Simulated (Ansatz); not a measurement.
**NaCl**

**The experiment.** The Crystallography Open Database holds a measured cell of cubic NaCl (space group Fm-3m) at 295 K (2000, doi:10.1021/ic991044f): a = 5.639 Å, 22.42 Å³/atom.

The computed numbers are results of PBE, scalar-relativistic (no spin polarisation) in the plane-wave PAW code Ansatz at 420 eV, Γ-centred 10×10×10 mesh, 0.05 eV Gaussian smearing; PAW files: Ansatz's generated set soft_2.

```
Na Cl
1.0
     0.00000    2.84795    2.84795
     2.84795    0.00000    2.84795
     2.84795    2.84795    0.00000
Na Cl
1 1
Cartesian
  0.0000 0.0000 0.0000
  2.8479 2.8479 2.8479
```

The chain of runs began from a measured cell (COD), expanded in volume. Of that entry: the cell was measured well above room temperature.

The cell above was scaled in volume, its shape and atoms being fixed by the lattice's symmetry. Energies are counted from the cell above.

```
V (Å³/atom)  ΔE (meV/atom)  P (GPa)  gap on the mesh (eV)
      22.18            2.9     1.06                  5.15
      22.64            0.7     0.50                  5.07
      23.10            0.0     0.00                  5.00
      23.56            0.7    -0.45                  4.92
      24.02            2.5    -0.85                  4.85
```

(1) What do the points give for the equilibrium volume, the bulk modulus and its pressure derivative (third-order Birch–Murnaghan)?

Answer:

(1) V0 = 23.10 Å³/atom, B0 = 24 GPa, B0′ = 4.6.

B0·V0 = 23.6 GPa × 23.10 Å³ = 3.41 eV/atom sets the scale: near the minimum ΔE ≈ ½ B0 V0 x², with x = V/V0 − 1, and a pressure of 0.24 GPa squeezes the volume by about 1 %. At the ends of the curve: x = −4.0 % predicts 2.7 meV/atom and the run gives 2.9; x = +4.0 % predicts 2.7 meV/atom and the run gives 2.5. The lopsidedness is anharmonic: atoms resist being pushed together more than being pulled apart.

**Against experiment.** PBE gives 5.696 Å and 23.10 Å³/atom, +3.0 % in volume (+1.0 % in length) from the database's cell. PBE usually overestimates volumes by a few per cent. The static lattice also lacks zero-point motion and thermal expansion, roughly 2.2 to 5.6 % in volume at 295 K by Grüneisen's rule, γ·3k_BT/(B0·V0) with γ of 1 to 2.5, so its own overestimate is larger than the figure.

Kohn–Sham gaps of semilocal functionals lie under measured ones, often by a third or more.
